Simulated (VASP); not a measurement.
# Te (P3_121) in VASP: notebook

One crystal, Te, is run at these levels: PBEsol, PBE; tasks: relaxation of shape and atoms at fixed volume, relaxation of cell and atoms.

Everything below comes from runs of VASP 6.6.1. Logs are shortened: lines on timing, memory, paths and dates and some standing lists are left out, and cuts for length are marked.

### Step 1. The crystal as given

Symmetry: P3_121, No. 152, trigonal system. Conventional cell: a = 4.454 Å, b = 4.454 Å, c = 5.924 Å, α = 90.00°, β = 90.00°, γ = 120.00°. Te (site symmetry 2) is surrounded by 2 Te at 2.86 Å.

### Step 2. Relaxation of shape and atoms at fixed volume, PBEsol (a relaxed cell with its volume scaled by 1.04)

Input file INCAR:

```
SYSTEM = Te
ALGO     = Normal         ! electronic algorithm
EDIFF    = 1E-7           ! SCF threshold, eV
EDIFFG   = -0.01          ! ionic threshold
ENCUT    = 600            ! plane-wave cutoff, eV
GGA      = PS             ! functional
IBRION   = 2              ! ionic algorithm
ISIF     = 4              ! what is computed and relaxed
ISMEAR   = 0              ! smearing method
LASPH    = .True.         ! aspherical terms in the spheres
LCHARG   = .False.        ! write CHGCAR
LREAL    = .False.        ! projectors in reciprocal space
LWAVE    = .False.        ! write WAVECAR
NELM     = 80             ! most SCF steps
NSW      = 40             ! ionic steps
PREC     = Accurate       ! precision mode
SIGMA    = 0.03           ! smearing width, eV
```

Input file KPOINTS:

```
k-points
0
Gamma
  9 9 6
  0 0 0
```

Input file POSCAR:

```
Te                                      
1.0
    4.3716538716      0.0000000000     -0.0000000000
   -2.1858269358      3.7859633094      0.0000000000
    0.0000000000      0.0000000000      6.0407777685
  Te            
     3
Direct
     0.2845285603111652    0.0000000000000000    0.3333333332999970
     0.0000000000000000    0.2845285603111652    0.6666666667000030
     0.7154714396888349    0.7154714396888349    1.0000000000000000
```

Potentials or basis: VASP PAW PBE potentials, release 64 (Te).

Launch:

```sh
$ cat potpaw_PBE.64/Te/POTCAR > POTCAR
$ mpirun -np 1 vasp_std > vasp.out
```

OUTCAR:

```text
SYSTEM = Te
   EDIFF = 1E-7
   EDIFFG = -0.01
   ENCUT = 600
   GGA = PS
   IBRION = 2
   ISIF = 4
   ISMEAR = 0
   LASPH = .True.
   LREAL = .False.
   NELM = 80
   NSW = 40
   PREC = Accurate

 ion  position               nearest neighbor table
   1  0.285  0.000  0.333-   3 2.95   2 2.95   3 3.39   3 3.39   2 3.39   2 3.39
   2  0.000  0.285  0.667-   3 2.95   1 2.95   3 3.39   3 3.39   1 3.39   1 3.39
   3  0.715  0.715  0.000-   1 2.95   2 2.95   1 3.39   2 3.39   2 3.39   1 3.39

  LATTYP: Found a hexagonal cell.
 ALAT       =     4.3716538716
 C/A-ratio  =     1.3818060500

  Lattice vectors:

 A1 = (   4.3716538716,   0.0000000000,   0.0000000000)
 A2 = (  -2.1858269358,   3.7859633094,   0.0000000000)
 A3 = (   0.0000000000,   0.0000000000,   6.0407777685)

Analysis of symmetry for initial positions (statically):
=====================================================================
 Subroutine PRICEL returns:
 Original cell was already a primitive cell.

 Routine SETGRP: Setting up the symmetry group for a
 hexagonal supercell.

 Subroutine GETGRP returns: Found  6 space group operations
 (whereof  2 operations were pure point group operations)
 out of a pool of 24 trial point group operations.

The static configuration has the point symmetry C_2 .
 The point group associated with its full space group is D_3 .

Analysis of symmetry for dynamics (positions and initial velocities):
=====================================================================
 Subroutine PRICEL returns:
 Original cell was already a primitive cell.

 Routine SETGRP: Setting up the symmetry group for a
 hexagonal supercell.

 Subroutine GETGRP returns: Found  6 space group operations
 (whereof  2 operations were pure point group operations)
 out of a pool of 24 trial point group operations.

The dynamic configuration has the point symmetry C_2 .
 The point group associated with its full space group is D_3 .

 Subroutine INISYM returns: Found  6 space group operations
 (whereof  2 operations are pure point group operations),
 and found     1 'primitive' translations

----------------------------------------------------------------------------------------

                                     Primitive cell

  volume of cell :      99.9804

  direct lattice vectors                    reciprocal lattice vectors
     4.371653872  0.000000000  0.000000000     0.228746381  0.132066784  0.000000000
    -2.185826936  3.785963309  0.000000000     0.000000000  0.264133569  0.000000000
     0.000000000  0.000000000  6.040777768     0.000000000  0.000000000  0.165541597

  length of vectors
     4.371653872  4.371653872  6.040777768     0.264133569  0.264133569  0.165541597

  position of ions in fractional coordinates (direct lattice)
     0.284528560  0.000000000  0.333333333
     1.000000000  0.284528560  0.666666667
     0.715471440  0.715471440  0.000000000

  ion indices of the primitive-cell ions
   primitive index   ion index
                 1           1
                 2           2
                 3           3

----------------------------------------------------------------------------------------

 KPOINTS: k-points

Automatic generation of k-mesh.
 Grid dimensions read from file:
 generate k-points for:    9    9    6

 Generating k-lattice:

  Cartesian coordinates                     Fractional coordinates (reciprocal lattice)
     0.025416265  0.014674087  0.000000000     0.111111111  0.000000000  0.000000000
     0.000000000  0.029348174  0.000000000     0.000000000  0.111111111  0.000000000
     0.000000000  0.000000000  0.027590266     0.000000000  0.000000000  0.166666667

  Length of vectors
     0.029348174  0.029348174  0.027590266

  Shift w.r.t. Gamma in fractional coordinates (k-lattice)
     0.000000000  0.000000000  0.000000000

 Subroutine IBZKPT returns following result:
 ===========================================

 Found     62 irreducible k-points:

 Following reciprocal coordinates:
            Coordinates               Weight
  0.000000  0.000000  0.000000      1.000000
  0.111111 -0.000000  0.000000      6.000000
  0.222222  0.000000  0.000000      6.000000
  0.333333  0.000000  0.000000      6.000000
  0.444444  0.000000  0.000000      6.000000
  0.111111  0.111111  0.000000      6.000000
[... 16 lines left out ...]
  0.222222  0.111111  0.166667     12.000000
 -0.111111  0.333333  0.166667     12.000000
 [... further k-points ...]
   k-points           NKPTS =     62   k-points in BZ     NKDIM =     62   number of bands    NBANDS=     13
   number of dos      NEDOS =    301   number of ions     NIONS =      3
   total plane-waves  NPLWV =  62208
   dimension x,y,z NGX =    36 NGY =   36 NGZ =   48
   dimension x,y,z NGXF=    72 NGYF=   72 NGZF=   96
   ions per type =               3
   NGX,Y,Z   is equivalent  to a cutoff of  13.69, 13.69, 13.21 a.u.
   NGXF,Y,Z  is equivalent  to a cutoff of  27.38, 27.38, 26.42 a.u.
 SYSTEM =  Te
   PREC   = accura    normal or accurate (medium, high low for compatibility)
   ISTART =      0    job   : 0-new  1-cont  2-samecut
   ICHARG =      2    charge: 1-file 2-atom 10-const
   ISPIN  =      1    spin polarized calculation?
   LNONCOLLINEAR =      F non collinear calculations
   LSORBIT =      F    spin-orbit coupling
   LASPH  =      T    aspherical Exc in radial PAW
   ENCUT  =  600.0 eV  44.10 Ry    6.64 a.u.   8.73  8.73 12.06*2*pi/ulx,y,z
   NELM   =     80;   NELMIN=  2; NELMDL= -5     # of ELM steps
   EDIFF  = 0.1E-06   stopping-criterion for ELM
   LREAL  =      F    real-space projection
   EDIFFG = -.1E-01   stopping-criterion for IOM
   NSW    =     40    number of steps for IOM
   IBRION =      2    ionic relax: 0-MD 1-quasi-New 2-CG
   NFREE  =      1    steps in history (QN), initial steepest desc. (CG)
   ISIF   =      4    stress and relaxation
   ISYM   =      2    0-nonsym 1-usesym 2-fastsym
   POTIM  = 0.5000    time-step for ionic-motion
   TEBEG  =    0.0;   TEEND  =   0.0 temperature during run
   PSTRESS=    0.0 pullay stress
   NELECT =      18.0000    total number of electrons
   NUPDOWN=      -1.0000    fix difference up-down
   EMIN   =  10.00;   EMAX   =-10.00  energy-range for DOS
   EFERMI =   0.00;   METHOD = LEGACY
   ISMEAR =     0;   SIGMA  =   0.03  broadening in eV -4-tet -1-fermi 0-gaus
   EFERMI_NEDOS =   21; number of points for ismear=-14 and -15
   IALGO  =     38    algorithm
   IMIX   =      4    mixing-type and parameters
     AMIX     =   0.40;   BMIX     =  1.00
     AMIX_MAG =   1.60;   BMIX_MAG =  1.00
  volume/ion in A,a.u.               =      33.33       224.90
  Fermi-wavevector in a.u.,A,eV,Ry     =   0.924402  1.746866 11.626426  0.854518
  Thomas-Fermi vector in A             =   2.050143
   LORBIT       =      0    0 simple, 1 ext, 2 COOP (PROOUT), +10 PAW based schemes
   GGA     = PS    functional components
   LHFCALC =     F    Hartree Fock is set to
   AEXX    =    0.0000 exact exchange contribution
   IVDW    =     0    specifies the selected vdW correction
   LEPSILON=     F    determine dielectric tensor
   LRPA    =     F    only Hartree local field effects (RPA)
 conjugate gradient relaxation of ions
 non-spin polarized calculation
 Gauss-broadening in eV      SIGMA  =   0.03
  energy-cutoff  :      600.00
  volume of cell :       99.98
 maximum number of plane-waves:      3396
 NGX is ok and might be reduce to    36
   NGX = 17   NGY = 17   NGZ = 25

--------------------------------------- Ionic step        1  -------------------------------------------

 number of electron      18.0000000 magnetization

 Free energy of the ion-electron system (eV)
  ---------------------------------------------------
  ext. energy  EPLUGINS =         0.00000000
  ---------------------------------------------------
  free energy    TOTEN  =       -10.55543601 eV

  energy without entropy =      -10.55524753  energy(sigma->0) =      -10.55534177

------------------------ aborting loop because EDIFF is reached ----------------------------------------

  FORCE on cell =-STRESS in cart. coord.  units (eV):
  Direction    XX          YY          ZZ          XY          YZ          ZX
  --------------------------------------------------------------------------------------
  -------------------------------------------------------------------------------------
  Total       -1.0748189     -1.0748189     -1.5639988     -0.0000000     -0.0000000      0.0000000
  in kB      -17.2238740    -17.2238740    -25.0629378     -0.0000000     -0.0000000      0.0000000
  external PRESSURE =     -19.8368953 kB  Pullay stress =       0.0000000 kB
[... 170 lines left out ...]
  energy  without entropy=      -10.5656274510  energy(sigma->0) =      -10.56563997

--------------------------------------- Ionic step        6  -------------------------------------------

 number of electron      17.9999999 magnetization

 Free energy of the ion-electron system (eV)
  ---------------------------------------------------
  ext. energy  EPLUGINS =         0.00000000
  ---------------------------------------------------
  free energy    TOTEN  =       -10.56587700 eV

  energy without entropy =      -10.56583033  energy(sigma->0) =      -10.56585366

 E-fermi :   6.1047     XC(G=0):  -9.3205

 val. band max:        6.0653179766   @ k =   0.3333   0.3333   0.5000
 cond. band min:       6.1370410391   @ k =   0.3333   0.3333   0.5000
 fundamental gap:      0.0717230625
 Fermi energy:         6.1046762770

 k-point     1 :       0.0000    0.0000    0.0000
  band No.  band energies     occupation
      1      -7.6331      2.00000
      2      -4.3358      2.00000
      3      -4.3358      2.00000
      4       3.0637      2.00000
      5       3.3872      2.00000
      6       3.3872      2.00000
      7       4.3291      2.00000
      8       4.3291      2.00000
      9       5.0609      2.00000
     10       7.0305      0.00000
     11       7.0305      0.00000
     12       7.6425      0.00000
     13      10.9257      0.00000
[... 353 lines left out ...]
 k-point    24 :      -0.1111    0.3333    0.1667
  band No.  band energies     occupation
      1      -6.9436      2.00000
      2      -5.1209      2.00000
      3      -3.7382      2.00000
      4       1.1235      2.00000
      5       1.7352      2.00000
      6       2.6762      2.00000
      7       4.0995      2.00000
      8       4.9173      2.00000
      9       5.4590      2.00000
     10       6.8152      0.00000
     11       7.3361      0.00000
     12       7.8202      0.00000
     13       9.5815      0.00000

 [... further k-points ...]

------------------------ aborting loop because EDIFF is reached ----------------------------------------

  FORCE on cell =-STRESS in cart. coord.  units (eV):
  Direction    XX          YY          ZZ          XY          YZ          ZX
  --------------------------------------------------------------------------------------
  -------------------------------------------------------------------------------------
  Total       -0.6926013     -0.6926013     -0.6676319      0.0000000     -0.0000000     -0.0000000
  in kB      -11.0988721    -11.0988721    -10.6987400      0.0000000     -0.0000000     -0.0000000
  external PRESSURE =     -10.9654947 kB  Pullay stress =       0.0000000 kB
[... 18 lines left out ...]
  FREE ENERGIE OF THE ION-ELECTRON SYSTEM (eV)
  ---------------------------------------------------
  free  energy   TOTEN  =       -10.5658769967 eV

  energy  without entropy=      -10.5658303305  energy(sigma->0) =      -10.56585366

 reached required accuracy - stopping structural energy minimisation
```

Run time: 4.1 min. Hardware: 1 thread of Intel Xeon Platinum 8259CL at 2.50GHz (Skylake/Cascade Lake), shared host; peak memory 0.28 GiB.

Results:

```
Free energy               : -10.5659 eV
Energy gained by relaxing : 3.5 meV/atom
Ionic steps               : 6
Pressure after relaxing   : -1.1 GPa
Band gap on the k mesh    : 0.07 eV, direct
```

Step by step:
```csv
step,energy change (eV),largest force (eV/Å),pressure (GPa)
1,0.0000,0.1390,-1.98
2,-0.0047,0.1120,-1.77
3,-0.0098,0.0381,-1.22
4,-0.0099,0.0302,-1.16
5,-0.0102,0.0180,-1.14
6,-0.0104,0.0005,-1.10
```

Final structure:
```
Te
1.0
     4.40547    0.00000    0.00000
    -2.20274    3.81525    0.00000
     0.00000    0.00000    5.94839
Te
3
Direct
  0.27748 0.00000 0.33333
  0.00000 0.27748 0.66667
  0.72252 0.72252 0.00000
```

Caveat: the PAW data sets were made with another functional, which shifts forces and pressure a little; spin-orbit coupling is left out, which moves the levels of the heavy elements; an odd mesh through Γ misses points on the zone boundary, where band edges often lie.

(Continued in part 2 of 2.)
